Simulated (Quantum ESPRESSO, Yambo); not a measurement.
# SiC (F-43m): G0W0 in Yambo against the screening cutoff

How does the gap of SiC (F-43m) converge in the screening cutoff?

Program: Yambo 5.3.0. Level of theory: PBE and many-body steps on it, plane waves. Results are calculated unless marked as measured.

Report form: the programs' logs are mostly left out.

## (1) The structure

Symmetry: F-43m, No. 216, cubic system. Conventional cell: a = 4.358 Å, b = 4.358 Å, c = 4.358 Å, α = 90.00°, β = 90.00°, γ = 90.00°. Si has 4 C at 1.89 Å nearest. Nearest to C lie 4 Si at 1.89 Å. Farther neighbours are not listed.

As a file:

```cif
data_structure
_symmetry_space_group_name_H-M 'F-43m'
_symmetry_Int_Tables_number 216
_cell_length_a 4.3580
_cell_length_b 4.3580
_cell_length_c 4.3580
_cell_angle_alpha 90.000
_cell_angle_beta 90.000
_cell_angle_gamma 90.000
_cell_volume 82.77
loop_
_atom_site_label
_atom_site_type_symbol
_atom_site_symmetry_multiplicity
_atom_site_Wyckoff_symbol
_atom_site_fract_x
_atom_site_fract_y
_atom_site_fract_z
_atom_site_occupancy
Si1 Si 4 a 0.00000 0.00000 0.00000 1
C1 C 4 d 0.25000 0.25000 0.75000 1
```

The cell and positions come from the Crystallography Open Database and are kept as given unless a step says otherwise.

## (2) 3.25 Ha

This step: Yambo 5.3.0; G0W0 on PBE, plane waves, norm-conserving pseudopotentials.

G0W0 replaces the xc potential by the self-energy, built once from these orbitals. Only a window of levels is corrected, while the sums run over the empty bands that the input names.

gw7.in

```
HF_and_locXC
gw0
dyson
ppa
em1d
rim_cut
RandQpts= 1000000
RandGvec= 1 RL
EXXRLvcs= 74 Ry
VXCRLvcs= 296 Ry
Chimod= "HARTREE"
% BndsRnXp
 1 | 65 |
%
NGsBlkXp= 6.5 Ry
% LongDrXp
 1 | 1 | 1 |
%
% GbndRnge
 1 | 65 |
%
DysSolver= "n"
ExtendOut
PPAPntXp= 27.21138 eV
% QPkrange
 1 | 1 | 3 | 6 |
 7 | 7 | 3 | 6 |
%
```

Run with:

```console
$ OMP_NUM_THREADS=1 mpirun -n 4 yambo -F gw7.in -J gw7 -C gw7 > gw7.log
```

It took 8 s on 4 MPI ranks of Arm Neoverse V1, shared host; peak memory 1.1 GiB.

This step gave:

```
G0W0 gap on the points computed              : 1.901 eV
starting gap on the mesh                     : 1.361 eV
k of the valence top                         : 0, 0, 0
k of the conduction bottom                   : 0, -0.5, -0.5
least direct G0W0 gap on the computed points : 5.467 eV
Z at the valence top                         : 0.8007
Z at the conduction bottom                   : 0.8249
```

The gap on the mesh goes from 1.36 eV to 1.90 eV, a correction of +0.54 eV.

## (3) 5.25 Ha

gw8.in, as its differences from gw7.in of step 2:

```diff
@@ -14,3 +14,3 @@
 %
-NGsBlkXp= 6.5 Ry
+NGsBlkXp= 10.5 Ry
 % LongDrXp
```

Run with:

```console
$ OMP_NUM_THREADS=1 mpirun -n 4 yambo -F gw8.in -J gw8 -C gw8 > gw8.log
```

Wall time 9.8 s (4 MPI ranks); peak memory 1.1 GiB; 35 s of CPU time.

Numbers from this step:

| Property | Result |
| --- | --- |
| G0W0 gap on the points computed | 1.993 eV |
| starting gap on the mesh | 1.361 eV |
| k of the valence top | 0, 0, 0 |
| k of the conduction bottom | 0, -0.5, -0.5 |
| least direct G0W0 gap on the computed points | 5.538 eV |
| Z at the valence top | 0.7988 |
| Z at the conduction bottom | 0.8245 |

Against the run before, the gap moves by +0.091 eV.

## (4) 10.5 Ha

gw9.in, as its differences from gw8.in of step 3:

```diff
@@ -14,3 +14,3 @@
 %
-NGsBlkXp= 10.5 Ry
+NGsBlkXp= 21 Ry
 % LongDrXp
```

Run with:

```console
$ OMP_NUM_THREADS=1 mpirun -n 4 yambo -F gw9.in -J gw9 -C gw9 > gw9.log
```

Wall time 36 s (4 MPI ranks); peak memory 1.1 GiB; 2.3 min of CPU time.

Numbers from this step:

```
G0W0 gap on the points computed              : 2.031 eV
starting gap on the mesh                     : 1.361 eV
k of the valence top                         : 0, 0, 0
k of the conduction bottom                   : 0, -0.5, -0.5
least direct G0W0 gap on the computed points : 5.561 eV
```

Against the run before, the gap moves by +0.038 eV.

## (5) 13 Ha

gw10.in, as its differences from gw9.in of step 4:

```diff
@@ -14,3 +14,3 @@
 %
-NGsBlkXp= 21 Ry
+NGsBlkXp= 26 Ry
 % LongDrXp
```

Run with:

```console
$ OMP_NUM_THREADS=1 mpirun -n 4 yambo -F gw10.in -J gw10 -C gw10 > gw10.log
```

The job ended after 49 s (4 MPI ranks; peak memory 1.1 GiB; 3.2 min of CPU time).

Numbers from this step:

| Property | Result |
| --- | --- |
| G0W0 gap on the points computed | 2.032 eV |
| starting gap on the mesh | 1.361 eV |
| k of the valence top | 0, 0, 0 |
| k of the conduction bottom | 0, -0.5, -0.5 |
| least direct G0W0 gap on the computed points | 5.562 eV |

Against the run before, the gap moves by +0.002 eV.

## (6) 16.25 Ha

gw11.in, as its differences from gw10.in of step 5:

```diff
@@ -14,3 +14,3 @@
 %
-NGsBlkXp= 26 Ry
+NGsBlkXp= 32.5 Ry
 % LongDrXp
```

Run with:

```console
$ OMP_NUM_THREADS=1 mpirun -n 4 yambo -F gw11.in -J gw11 -C gw11 > gw11.log
```

It took 85 s on 4 MPI ranks; peak memory 1.1 GiB.

This step gave:

- G0W0 gap on the points computed: 2.034 eV
- starting gap on the mesh: 1.361 eV
- k of the valence top: 0, 0, 0
- k of the conduction bottom: 0, -0.5, -0.5
- least direct G0W0 gap on the computed points: 5.563 eV

Against the run before, the gap moves by +0.002 eV.

## (7) The runs together

Times are wall times on 4 MPI ranks of Arm Neoverse V1, shared host, good to a factor of about two.

```tsv
run	mesh	bands	screening cutoff (eV)	DFT gap (eV)	gap on the mesh (eV)	direct (eV)	time
3.25 Ha	4×4×4	65	88.4	1.361	1.901	5.467	8 s
5.25 Ha	4×4×4	65	142.9	1.361	1.993	5.538	9.8 s
10.5 Ha	4×4×4	65	285.7	1.361	2.031	5.561	36 s
13 Ha	4×4×4	65	353.7	1.361	2.032	5.562	49 s
16.25 Ha	4×4×4	65	442.2	1.361	2.034	5.563	85 s
```

## (8) Results

```json
{"3.25 Ha": "1.901 eV", "5.25 Ha": "1.993 eV", "10.5 Ha": "2.031 eV", "13 Ha": "2.032 eV", "16.25 Ha": "2.034 eV", "known limits": "not at the basis limit; coarse k mesh"}
```

The setting moved: screening cutoff. From 3.25 Ha to 16.25 Ha the gap moves by +0.13 eV, for 11 times the time. It holds to 0.03 eV from 10.5 Ha on. Bands and screening cutoff are coupled, so a series along one setting does not show full convergence. Bands and cutoff are finite, so the gap is not at the basis limit. The miss can reach some tenths of an eV and take either sign; the mesh is an error of its own. In the G0W0 runs levels were corrected at 2 k points alone, so a gap called «on the mesh» is the least over those, and an edge elsewhere would be missed. The 4×4×4 mesh is coarse for this cell, which bears on the long-range parts of exchange and screening.

[Paths, hosts, dates, memory and timing lines, banners, echoed tables and standing remarks are left out of the program output.]

[Logs are printed without paths, hosts, clocks, repeated set-up lines and the standing remarks that a program may print on its own settings, such as how far it seeks lower states.]

[Runs of the session that timed out or met a known fault of the program may be left out.]

[Hosts, paths, dates, database ids (printed as entryN), source tags and the programs' standing remarks are cut or masked in the printed files.]
